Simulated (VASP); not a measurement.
# GaP (F-43m) in VASP: a series of runs

Aim: see how the results for GaP move with the level of theory and the settings. Levels: PBEsol, HSE06. Tasks: relaxation of cell and atoms.

Everything below comes from runs of VASP 6.6.1. Logs are shortened: lines on timing, memory, paths and dates and some standing lists are left out, and cuts for length are marked.

## (1) Starting point

Symmetry: F-43m, No. 216, cubic system. The conventional cell has a = 5.451 Å, b = 5.451 Å, c = 5.451 Å, α = 90.00°, β = 90.00°, γ = 90.00°. Ga (site symmetry -43m) is surrounded by 4 P at 2.36 Å. P (site symmetry -43m) has 4 Ga at 2.36 Å as nearest neighbours.

## (2) Relaxation of cell and atoms, PBEsol

INCAR reads:

```
SYSTEM = GaP
ALGO = Normal
EDIFF = 1E-6
EDIFFG = -0.01
ENCUT = 600
GGA = PS
IBRION = 2
ISIF = 3
ISMEAR = 0
KPAR = 4
LASPH = .True.
LCHARG = .False.
LREAL = .False.
LWAVE = .False.
NELM = 80
NSW = 90
PREC = Accurate
SIGMA = 0.03
```

KPOINTS reads:

```
k-points
0
Gamma
  8 8 8
  0 0 0
```

POSCAR reads:

```
GaP
1.0
    0.0000000000      2.7252500000      2.7252500000
    2.7252500000      0.0000000000      2.7252500000
    2.7252500000      2.7252500000      0.0000000000
Ga P
1 1
Direct
    0.0000000000      0.0000000000      0.0000000000
    0.2500000000      0.2500000000      0.2500000000
```

Potentials or basis: VASP PAW PBE potentials, release 64 (Ga_d, P).

Run with:

```sh
$ cat potpaw_PBE.64/Ga_d/POTCAR potpaw_PBE.64/P/POTCAR > POTCAR
$ mpirun -np 4 vasp_std > vasp.out
```

OUTCAR:

```text
SYSTEM = GaP
   EDIFF = 1E-6
   EDIFFG = -0.01
   ENCUT = 600
   GGA = PS
   IBRION = 2
   ISIF = 3
   ISMEAR = 0
   LASPH = .True.
   LREAL = .False.
   NELM = 80
   NSW = 90
   PREC = Accurate

 ion  position               nearest neighbor table
   1  0.000  0.000  0.000-   2 2.36   2 2.36   2 2.36   2 2.36
   2  0.250  0.250  0.250-   1 2.36   1 2.36   1 2.36   1 2.36

  LATTYP: Found a face centered cubic cell.
 ALAT       =     5.4505000000

  Lattice vectors:

 A1 = (   0.0000000000,   2.7252500000,   2.7252500000)
 A2 = (   2.7252500000,   0.0000000000,   2.7252500000)
 A3 = (   2.7252500000,   2.7252500000,   0.0000000000)

Analysis of symmetry for initial positions (statically):
=====================================================================
 Subroutine PRICEL returns:
 Original cell was already a primitive cell.

 Routine SETGRP: Setting up the symmetry group for a
 face centered cubic supercell.

 Subroutine GETGRP returns: Found 24 space group operations
 (whereof 24 operations were pure point group operations)
 out of a pool of 48 trial point group operations.

The static configuration has the point symmetry T_d .

Analysis of symmetry for dynamics (positions and initial velocities):
=====================================================================
 Subroutine PRICEL returns:
 Original cell was already a primitive cell.

 Routine SETGRP: Setting up the symmetry group for a
 face centered cubic supercell.

 Subroutine GETGRP returns: Found 24 space group operations
 (whereof 24 operations were pure point group operations)
 out of a pool of 48 trial point group operations.

The dynamic configuration has the point symmetry T_d .

 Subroutine INISYM returns: Found 24 space group operations
 (whereof 24 operations are pure point group operations),
 and found     1 'primitive' translations

----------------------------------------------------------------------------------------

                                     Primitive cell

  volume of cell :      40.4808

  direct lattice vectors                    reciprocal lattice vectors
     0.000000000  2.725250000  2.725250000    -0.183469406  0.183469406  0.183469406
     2.725250000  0.000000000  2.725250000     0.183469406 -0.183469406  0.183469406
     2.725250000  2.725250000  0.000000000     0.183469406  0.183469406 -0.183469406

  length of vectors
     3.854085511  3.854085511  3.854085511     0.317778334  0.317778334  0.317778334

  position of ions in fractional coordinates (direct lattice)
     0.000000000  0.000000000  0.000000000
     0.250000000  0.250000000  0.250000000

  ion indices of the primitive-cell ions
   primitive index   ion index
                 1           1
                 2           2

----------------------------------------------------------------------------------------

 KPOINTS: k-points

Automatic generation of k-mesh.
 Grid dimensions read from file:
 generate k-points for:    8    8    8

 Generating k-lattice:

  Cartesian coordinates                     Fractional coordinates (reciprocal lattice)
    -0.022933676  0.022933676  0.022933676     0.125000000  0.000000000  0.000000000
     0.022933676 -0.022933676  0.022933676     0.000000000  0.125000000  0.000000000
     0.022933676  0.022933676 -0.022933676     0.000000000  0.000000000  0.125000000

  Length of vectors
     0.039722292  0.039722292  0.039722292

  Shift w.r.t. Gamma in fractional coordinates (k-lattice)
     0.000000000  0.000000000  0.000000000

 Subroutine IBZKPT returns following result:
 ===========================================

 Found     29 irreducible k-points:

 Following reciprocal coordinates:
            Coordinates               Weight
  0.000000  0.000000  0.000000      1.000000
  0.125000  0.000000  0.000000      8.000000
  0.250000  0.000000  0.000000      8.000000
  0.375000  0.000000  0.000000      8.000000
  0.500000  0.000000  0.000000      4.000000
  0.125000  0.125000  0.000000      6.000000
[... 16 lines left out ...]
  0.500000  0.250000  0.125000     48.000000
 -0.375000  0.250000  0.125000     24.000000
 [... further k-points ...]
   k-points           NKPTS =     29   k-points in BZ     NKDIM =     29   number of bands    NBANDS=     13
   number of dos      NEDOS =    301   number of ions     NIONS =      2
   total plane-waves  NPLWV =  32768
   dimension x,y,z NGX =    32 NGY =   32 NGZ =   32
   dimension x,y,z NGXF=    64 NGYF=   64 NGZF=   64
   ions per type =               1   1
   NGX,Y,Z   is equivalent  to a cutoff of  13.80, 13.80, 13.80 a.u.
   NGXF,Y,Z  is equivalent  to a cutoff of  27.61, 27.61, 27.61 a.u.
 SYSTEM =  GaP
   PREC   = accura    normal or accurate (medium, high low for compatibility)
   ISTART =      0    job   : 0-new  1-cont  2-samecut
   ICHARG =      2    charge: 1-file 2-atom 10-const
   ISPIN  =      1    spin polarized calculation?
   LNONCOLLINEAR =      F non collinear calculations
   LSORBIT =      F    spin-orbit coupling
   LASPH  =      T    aspherical Exc in radial PAW
   ENCUT  =  600.0 eV  44.10 Ry    6.64 a.u.   7.70  7.70  7.70*2*pi/ulx,y,z
   NELM   =     80;   NELMIN=  2; NELMDL= -5     # of ELM steps
   EDIFF  = 0.1E-05   stopping-criterion for ELM
   LREAL  =      F    real-space projection
   EDIFFG = -.1E-01   stopping-criterion for IOM
   NSW    =     90    number of steps for IOM
   IBRION =      2    ionic relax: 0-MD 1-quasi-New 2-CG
   NFREE  =      1    steps in history (QN), initial steepest desc. (CG)
   ISIF   =      3    stress and relaxation
   ISYM   =      2    0-nonsym 1-usesym 2-fastsym
   POTIM  = 0.5000    time-step for ionic-motion
   TEBEG  =    0.0;   TEEND  =   0.0 temperature during run
   PSTRESS=    0.0 pullay stress
   NELECT =      18.0000    total number of electrons
   NUPDOWN=      -1.0000    fix difference up-down
   EMIN   =  10.00;   EMAX   =-10.00  energy-range for DOS
   EFERMI =   0.00;   METHOD = LEGACY
   ISMEAR =     0;   SIGMA  =   0.03  broadening in eV -4-tet -1-fermi 0-gaus
   EFERMI_NEDOS =   21; number of points for ismear=-14 and -15
   IALGO  =     38    algorithm
   IMIX   =      4    mixing-type and parameters
     AMIX     =   0.40;   BMIX     =  1.00
     AMIX_MAG =   1.60;   BMIX_MAG =  1.00
  volume/ion in A,a.u.               =      20.24       136.59
  Fermi-wavevector in a.u.,A,eV,Ry     =   1.249538  2.361284 21.243377  1.561344
  Thomas-Fermi vector in A             =   2.383574
   LORBIT       =      0    0 simple, 1 ext, 2 COOP (PROOUT), +10 PAW based schemes
   GGA     = PS    functional components
   LHFCALC =     F    Hartree Fock is set to
   AEXX    =    0.0000 exact exchange contribution
   IVDW    =     0    specifies the selected vdW correction
   LEPSILON=     F    determine dielectric tensor
   LRPA    =     F    only Hartree local field effects (RPA)
 conjugate gradient relaxation of ions
 non-spin polarized calculation
 Gauss-broadening in eV      SIGMA  =   0.03
  energy-cutoff  :      600.00
  volume of cell :       40.48
 maximum number of plane-waves:      1365
   NGX = 15   NGY = 15   NGZ = 15

--------------------------------------- Ionic step        1  -------------------------------------------

 number of electron      18.0000003 magnetization

 Free energy of the ion-electron system (eV)
  ---------------------------------------------------
  ext. energy  EPLUGINS =         0.00000000
  ---------------------------------------------------
  free energy    TOTEN  =        -9.92055553 eV

  energy without entropy =       -9.92055553  energy(sigma->0) =       -9.92055553

------------------------ aborting loop because EDIFF is reached ----------------------------------------

  FORCE on cell =-STRESS in cart. coord.  units (eV):
  Direction    XX          YY          ZZ          XY          YZ          ZX
  --------------------------------------------------------------------------------------
  -------------------------------------------------------------------------------------
  Total       -0.1619797     -0.1619797     -0.1619797      0.0000000      0.0000000      0.0000000
  in kB       -6.4109467     -6.4109467     -6.4109467      0.0000000      0.0000000      0.0000000
  external PRESSURE =      -6.4109467 kB  Pullay stress =       0.0000000 kB
[... 57 lines left out ...]
  energy  without entropy=       -9.9209681000  energy(sigma->0) =       -9.92096810

--------------------------------------- Ionic step        3  -------------------------------------------

 number of electron      18.0000006 magnetization

 Free energy of the ion-electron system (eV)
  ---------------------------------------------------
  ext. energy  EPLUGINS =         0.00000000
  ---------------------------------------------------
  free energy    TOTEN  =        -9.92115721 eV

  energy without entropy =       -9.92115721  energy(sigma->0) =       -9.92115721

 E-fermi :   4.8414     XC(G=0): -10.0553

 val. band max:        4.6457692675   @ k =   0.0000   0.0000   0.0000
 cond. band min:       6.1468775514   @ k =   0.5000   0.5000   0.0000
 fundamental gap:      1.5011082840
 Fermi energy:         4.8414271980

 k-point     1 :       0.0000    0.0000    0.0000
  band No.  band energies     occupation
      1      -9.9088      2.00000
      2      -9.9088      2.00000
      3      -9.9088      2.00000
      4      -9.8057      2.00000
      5      -9.8057      2.00000
      6      -7.9354      2.00000
      7       4.6458      2.00000
      8       4.6458      2.00000
      9       4.6458      2.00000
     10       6.4582      0.00000
     11       8.4705      0.00000
     12       8.4705      0.00000
     13       8.4705      0.00000
[... 353 lines left out ...]
 k-point    24 :      -0.3750    0.2500    0.1250
  band No.  band energies     occupation
      1     -10.0000      2.00000
      2      -9.8770      2.00000
      3      -9.8643      2.00000
      4      -9.8113      2.00000
      5      -9.7982      2.00000
      6      -5.4051      2.00000
      7      -1.8637      2.00000
      8       1.3771      2.00000
      9       2.6631      2.00000
     10       8.0610      0.00000
     11       8.8339      0.00000
     12      11.0770      0.00000
     13      12.5057      0.00000

 [... further k-points ...]
[... 5 lines left out ...]
  --------------------------------------------------------------------------------------
  -------------------------------------------------------------------------------------
  Total       -0.0082515     -0.0082515     -0.0082515      0.0000000      0.0000000      0.0000000
  in kB       -0.3290546     -0.3290546     -0.3290546      0.0000000      0.0000000      0.0000000
  external PRESSURE =      -0.3290546 kB  Pullay stress =       0.0000000 kB
[... 17 lines left out ...]
  FREE ENERGIE OF THE ION-ELECTRON SYSTEM (eV)
  ---------------------------------------------------
  free  energy   TOTEN  =        -9.9211572072 eV

  energy  without entropy=       -9.9211572072  energy(sigma->0) =       -9.92115721

 reached required accuracy - stopping structural energy minimisation
```

Wall time 16 s (4 MPI ranks of Intel Xeon Platinum 8559C (Emerald Rapids), shared host); peak memory 0.18 GiB.

Results:

```yaml
Free_energy: -9.9212 eV
Relaxed_volume: 20.09 Å³/atom
Relaxed_cell: a = 3.844 Å, b = 3.844 Å, c = 3.844 Å, α = 60.00°, β = 60.00°, γ = 60.00°
Space_group_after_relaxing_to_0.05_Å: F-43m (No. 216)
Energy_gained_by_relaxing: 0.3 meV/atom
Ionic_steps: 3
Pressure_after_relaxing: 0.0 GPa
Band_gap_on_the_k_mesh: 1.50 eV, indirect (least direct gap 1.81 eV)
```

Step by step:
```csv
step,energy change (eV),largest force (eV/Å),pressure (GPa),volume (Å³)
1,0.0000,0.0000,-0.64,40.48
2,-0.0004,0.0000,0.43,40.01
3,-0.0006,0.0000,-0.03,40.18
```

Final structure:
```
Ga P
1.0
     0.00000    2.71842    2.71842
     2.71842    0.00000    2.71842
     2.71842    2.71842    0.00000
Ga P
1 1
Direct
  0.00000 0.00000 0.00000
  0.25000 0.25000 0.25000
```

Levels at points of the mesh, in eV from the valence-band top:
```
           k point  band 7  band 8  band 9  band 10  band 11  band 12
(0.00, 0.00, 0.00)    0.00    0.00    0.00     1.81     3.82     3.82
(0.50, 0.00, 0.00)   -6.74   -1.14   -1.14     1.61     4.65     4.65
(0.50, 0.50, 0.00)   -6.84   -2.74   -2.74     1.50     1.71    10.61
```

Caveat: the PAW data sets were made with another functional, which shifts forces and pressure a little.

## (3) Relaxation of cell and atoms, HSE06

This run uses another cell than the first one, of 20.09 Å³/atom, 0.992 times its volume.

POSCAR reads:

```
GaP                                     
1.0
    0.0000000000      2.7184163014      2.7184163014
    2.7184163014      0.0000000000      2.7184163014
    2.7184163014      2.7184163014      0.0000000000
  Ga              P             
     1     1
Direct
     0.0000000000000000    0.0000000000000000    0.0000000000000000
     0.2500000000000000    0.2500000000000000    0.2500000000000000
```

INCAR.step1 reads:

```
SYSTEM = GaP
ALGO = Normal
EDIFF = 1E-5
ENCUT = 520
GGA = PE
ISMEAR = 0
KPAR = 4
LASPH = .True.
LCHARG = .False.
LREAL = .False.
LWAVE = .True.
NELM = 80
PREC = Accurate
SIGMA = 0.03
```

INCAR.step2 reads:

```
SYSTEM = GaP
ALGO = Normal
EDIFF = 1E-6
EDIFFG = -0.01
ENCUT = 520
GGA = PE
HFSCREEN = 0.2
IBRION = 2
ISIF = 3
ISMEAR = 0
ISTART = 1
KPAR = 4
LASPH = .True.
LCHARG = .False.
LHFCALC = .True.
LREAL = .False.
LWAVE = .False.
NELM = 80
NSW = 25
PREC = Accurate
PRECFOCK = Fast
SIGMA = 0.03
```

KPOINTS reads:

```
k-points
0
Gamma
  6 6 6
  0 0 0
```

Potentials or basis: VASP PAW PBE potentials, release 64 (Ga_d, P).

Run with:

```sh
$ cat potpaw_PBE.64/Ga_d/POTCAR potpaw_PBE.64/P/POTCAR > POTCAR
$ cp INCAR.step1 INCAR
$ mpirun -np 4 vasp_std > vasp.out
$ cp INCAR.step2 INCAR
$ mpirun -np 4 vasp_std > vasp.out
```

Wall time 6.1 min (4 MPI ranks of Intel Xeon Platinum 8559C (Emerald Rapids), shared host); peak memory 0.27 GiB.

Results (log left out):

```yaml
Free_energy: -10.8107 eV
Relaxed_volume: 20.36 Å³/atom
Relaxed_cell: a = 3.862 Å, b = 3.862 Å, c = 3.862 Å, α = 60.00°, β = 60.00°, γ = 60.00°
Space_group_after_relaxing_to_0.05_Å: F-43m (No. 216)
Energy_gained_by_relaxing: 1.0 meV/atom
Ionic_steps: 3
Pressure_after_relaxing: 0.1 GPa
Band_gap_on_the_k_mesh: 2.32 eV, indirect (least direct gap 2.76 eV)
```

Step by step:
| step | energy change (eV) | largest force (eV/Å) | pressure (GPa) | volume (Å³) |
| --- | --- | --- | --- | --- |
| 1 | 0.0000 | 0.0000 | 1.25 | 40.18 |
| 2 | -0.0011 | 0.0000 | -0.83 | 41.09 |
| 3 | -0.0020 | 0.0000 | 0.06 | 40.72 |

Final structure:
```cif
data_structure
_symmetry_space_group_name_H-M 'P 1'
_symmetry_Int_Tables_number 1
_cell_length_a 3.8617
_cell_length_b 3.8617
_cell_length_c 3.8617
_cell_angle_alpha 60.000
_cell_angle_beta 60.000
_cell_angle_gamma 60.000
_cell_volume 40.72
loop_
_atom_site_label
_atom_site_type_symbol
_atom_site_fract_x
_atom_site_fract_y
_atom_site_fract_z
_atom_site_occupancy
Ga1 Ga 0.00000 0.00000 0.00000 1
P1 P 0.25000 0.25000 0.25000 1
```

Levels at points of the mesh, in eV from the valence-band top:
```
           k point  band 6  band 7  band 8  band 9  band 10  band 11  band 12  band 13
(0.00, 0.00, 0.00)  -13.74    0.00    0.00    0.00     2.76     4.79     4.79     4.79
(0.50, 0.00, 0.00)  -11.53   -7.20   -1.20   -1.20     2.50     5.64     5.64     9.27
(0.50, 0.50, 0.00)  -10.57   -7.31   -2.91   -2.91     2.32     2.59    12.04    12.04
```

Caveat: the PAW data sets were made with another functional, which shifts forces and pressure a little. A k mesh can miss the band edges.
